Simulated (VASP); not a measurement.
Here is a VASP 6.6.1 calculation.

The input INCAR:

```
PREC = Accurate
ENCUT = 600
EDIFF = 1E-6
ISMEAR = 0
SIGMA = 0.05
LREAL = F
LASPH = T
NELM = 60
ALGO = Normal
ISIF = 3
LWAVE = F
LCHARG = F
METAGGA = R2SCAN
LMIXTAU = T
LUSE_VDW = T
IVDW_NL = 2
BPARAM = 11.95
CPARAM = 0.0093
IBRION = 2
NSW = 60
EDIFFG = -0.01
```

Contents of KPOINTS:

```
Automatic mesh
0
Gamma
  10 10 6
```

POSCAR

```
Ge
1.0
    1.4880529250     -2.5946896100      0.0000000000
    1.4880529250      2.5946896100      0.0000000000
    0.0000000000      0.0000000000      4.7275957900
Ge
2
Direct
    0.3334466300      0.6665533700      0.2500000000
    0.6665533700      0.3334466300      0.7500000000
```

Potentials or basis: VASP PAW PBE potentials, release 64 (Ge_d).

Run with:

```bash
$ cat potpaw_PBE.64/Ge_d/POTCAR > POTCAR
$ mpirun -np 1 vasp_std > vasp.out
```

Problem. Estimate the space group after relaxing (to 0.05 Å).

Solution. Cmcm (No. 63).

Problem. Predict the relaxed volume.

Solution. 18.41 Å³/atom.

Forces on the atoms (eV/Å):
```
Ge   0.000 -0.004  0.000
Ge   0.000  0.004  0.000
```

Caveat: the PAW data sets were made with another functional, which shifts forces and pressure a little; pairwise dispersion overbinds metals, which lowers pressure and volume.
